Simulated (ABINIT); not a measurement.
Set up this calculation in ABINIT 10.8.3 (patched build), as the native input.

| Property | Result |
| --- | --- |
| Task | equation of state |
| Functional | WC |
| Potentials or basis | JTH PAW PBE v2.0 |
| Cutoff | 463 eV |
| k mesh | 7 × 7 × 7 |
| Occupations | fermi-dirac, width 0.05 eV |
| Spin | no spin polarisation |
| Fine-grid cutoff | 925.187 eV |
| Exchange and correlation inside the PAW spheres | full angular mesh (pawxcdev 0, this build's default; the released program takes 1) |

TePb:

```
Pb Te
1.0
     0.00000    3.23100    3.23100
     3.23100    0.00000    3.23100
     3.23100    3.23100    0.00000
Pb Te
1 1
Direct
  0.00000 0.00000 0.00000
  0.50000 0.50000 0.50000
```

These files were run (other wordings do the same):

run.abi

```
ndtset 7
getwfk -1
scalecart1 3*0.9795861087
scalecart2 3*0.9864848297
scalecart3 3*0.9932883884
scalecart4 3*1.0000000000
scalecart5 3*1.0066227096
scalecart6 3*1.0131594038
scalecart7 3*1.0196128224

pp_dirpath "./"
pseudos "Pb.GGA_PBE-JTH.xml, Te.GGA_PBE-JTH.xml"

acell 3*1.0
rprim
     0.0000000000     6.1057051087     6.1057051087
     6.1057051087     0.0000000000     6.1057051087
     6.1057051087     6.1057051087     0.0000000000
ntypat 2
znucl 82 52
natom 2
typat 1 2
xred
     0.0000000000     0.0000000000     0.0000000000
     0.5000000000     0.5000000000     0.5000000000

ecut 17.0
pawecutdg 34.0

kptopt 1
ngkpt 7 7 7
nshiftk 1
shiftk 0.0 0.0 0.0

ixc 23

nband 14
occopt 3
tsmear 0.00183747

nstep 100
tolvrs 1.0e-9

iomode 3
prtwf 1
prtden 0
prteig 0
prtebands 0
enunit 2
```

Potentials or basis: JTH PAW PBE v2.0.

Launch:

```console
$ abinit run.abi > log 2>&1
```

It gave:

- Equilibrium volume: 33.47 Å³/atom
- Bulk modulus: 45 GPa
- Pressure derivative of the bulk modulus: 3.9 (rough: it moves with the points fitted)

Caveat: the cutoff is too short for stress, so the log's stress isn't used; pressures at fixed basis lie under the slope of the energies; the PAW data sets were made with another functional, which shifts forces and pressure a little.

Wall time 100 s on 1 thread of Arm Neoverse V1, on a shared host, peak memory 0.15 GiB.
